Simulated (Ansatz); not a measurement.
Input and output of a single-point calculation on CdS (started from an entry of an open crystallographic database) (the plane-wave code Ansatz, r2SCAN). Cell and atoms come from a relaxation with r2SCAN.

input.yaml:
```yaml
crystal:
  lattice:
    - [4.1646212874, 0.0, 0.0]
    - [-2.0823106437, 3.606667832, 0.0]
    - [0.0, 0.0, 6.7659752894]
  atoms:
    - { symbol: Cd, position: [0.3333333333, 0.6666666667, -0.0009650946] }
    - { symbol: Cd, position: [0.6666666667, 0.3333333333, 0.4990349054] }
    - { symbol: S, position: [0.3333333333, 0.6666666667, 0.3759650946] }
    - { symbol: S, position: [0.6666666667, 0.3333333333, 0.8759650946] }
kpoints:
  mp_grid: { grid: [12, 12, 4] }
  band_path:
    path:
      - [0.0, 0.0, 0.0]
      - [0.5, 0.0, 0.0]
      - [0.3333333333, 0.3333333333, 0.0]
      - [0.0, 0.0, 0.5]
      - [0.5, 0.0, 0.5]
      - [0.3333333333, 0.3333333333, 0.5]
    npoints: 1
hamiltonian:
  xc: r2scan
scf:
  occupations: { method: fixed }
  n_extra_bands: 5
output:
  forces: true
  stress: true
  eigenvalues: true
  write_density: true
  write_potential: true
  elf: true
  volumetric_format: npy
```

Run as `ansatz run input.yaml --threads 2 --pin off --max-ram 2211MiB --backend cpu --events-out ev --progress --plain --runs-dir out`.

Main lines of the log:
```
Functional definition: r2SCAN
Crystal: 4 atoms, lattice volume = 101.628 Å³
Basis set: ecut = 500 eV, 2575 PW (Γ)
Bands: 31, of which v1, the nominal top of the filled ones, is band 26 counted from 1 (25 counted from 0)
Symmetry: 12 space group operations
Space group: P63mc (ITA 186)
k-points: 57 of 576 (time reversal used)
preconditioner: auto → Resta (q_TF=auto, 2.440 Å⁻¹)  ε∞=4.4  [insulator: Δε(μ)=1.606 eV  ℏωp=22.1 eV]
Free energy (F): -18351.231840 eV
Fermi energy:    6.304674 eV
--- Forces (eV/Å), atoms counted from 1 ---
  atom   1  Cd      0.00000      0.00000    -0.00166
  atom   2  Cd      0.00000      0.00000    -0.00166
  atom   3  S       0.00000      0.00000      0.00165
  atom   4  S       0.00000      0.00000      0.00165
--- Stress (GPa, compression-positive) ---
       -0.024945       0.000000       0.000000
        0.000000      -0.024945       0.000000
        0.000000       0.000000      -0.006675
  P = ⅓ Tr σ = -0.0189 GPa (-0.189 kbar)
```

bands.tsv, columns around the gap (it counts bands from 0):
```tsv
# k_distance	band_21	band_22	band_23	band_24	band_25	band_26	band_27	band_28	band_29
# fermi_ev = 6.304674
# [0, 0, 0] at k_distance = 0.000000
# [0.5, 0, 0] at k_distance = 0.871051
# [0.3333333333, 0.3333333333, 0] at k_distance = 1.373953
# [0, 0, 0.5] at k_distance = 2.481760
# [0.5, 0, 0.5] at k_distance = 3.352811
# [0.3333333333, 0.3333333333, 0.5] at k_distance = 3.855713
# levels_relative_to = fermi_ev
0.000	-0.739	-0.739	-0.038	0.000	0.000	1.632	3.227	6.986	6.986
0.871	-3.443	-2.587	-1.842	-1.257	-0.739	4.149	4.259	5.431	6.827
1.374	-3.589	-3.050	-1.806	-1.806	-1.615	4.965	5.545	5.545	7.455
2.482	-2.399	-0.381	-0.381	-0.381	-0.381	3.268	3.268	6.603	6.603
3.353	-4.056	-1.320	-1.320	-1.293	-1.293	3.882	3.882	5.796	5.796
3.856	-3.926	-2.392	-2.392	-1.090	-1.090	4.855	4.855	6.414	6.414
```
In order the rows are Γ, M, K, A, L, H.

Planar averages along the third cell vector, from rho_z.tsv and v_z.tsv (valence density with its augmentation; electrostatic potential energy of an electron, of which only differences have a meaning):
```csv
z (Å),ρ (e/Å³),v_es (eV)
0.00,1.496,2.49
0.27,1.070,4.08
0.54,0.455,5.90
0.81,0.148,8.09
1.22,0.072,10.41
1.49,0.095,10.57
1.76,0.154,9.34
2.03,0.233,6.42
2.30,0.295,3.82
2.57,0.394,1.65
2.84,0.703,0.20
3.11,1.242,0.72
3.52,1.354,3.28
3.79,0.741,4.95
4.06,0.258,6.96
4.33,0.096,9.16
4.60,0.072,10.41
4.87,0.095,10.57
5.14,0.154,9.34
5.41,0.233,6.42
5.82,0.331,2.73
6.09,0.510,0.74
6.36,0.964,0.18
6.63,1.448,1.60
```

r2SCAN gives a direct gap of 1.63 eV at Γ. The gap is the least over the mesh and the extra points. The mean stress is close to zero (-0.02 GPa).

No spin polarisation and no zero-point or thermal motion.

The runs are scalar-relativistic, without spin-orbit coupling.
